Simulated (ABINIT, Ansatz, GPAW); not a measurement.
**Al2Cu: 3 runs at one level of theory**

```
Cu Al
1.0
     4.10518    0.00000    0.00000
     0.00000    4.10518    0.00000
     0.00000    0.00000    2.89131
Cu Al
1 2
Direct
  0.00000 0.00000 0.00000
  0.00000 0.50000 0.50000
  0.50000 0.00000 0.50000
```

The cell comes from a database or a generator and needn't be the stable form of this composition.

Alike in all runs: task single point; functional PBEsol; k mesh 7 × 7 × 9; occupations fermi-dirac, width 0.05 eV; no spin polarisation; no spin-orbit coupling. Pressure is positive in compression and, in plane waves, holds the error of the finite cutoff.

```json
{"program and potentials": "GPAW, PAW data sets generated for this functional", "plane-wave cutoff (eV)": "600", "notes": "5.67 valence electrons an atom on average; this data set often lies off other programs", "pressure (GPa)": "-1.83"}
{"program and potentials": "Ansatz, all-electron LAPW, scalar-relativistic", "plane-wave cutoff (eV)": "-", "notes": "-", "pressure (GPa)": "-2.36"}
{"program and potentials": "ABINIT, PseudoDojo NC SR PBEsol v0.4.1 standard", "plane-wave cutoff (eV)": "1252", "notes": "8.33 valence electrons an atom on average", "pressure (GPa)": "-2.53"}
```

The pressure spans -2.53 (ABINIT, PseudoDojo NC SR PBEsol v0.4.1 standard) to -1.83 GPa (GPAW, PAW data sets generated for this functional), with all-electron results at -2.36.

Differences between rows come from potentials, basis sets and numerical settings, since the functional is the same but for its coding. Runs on potential files found faulty are left out.
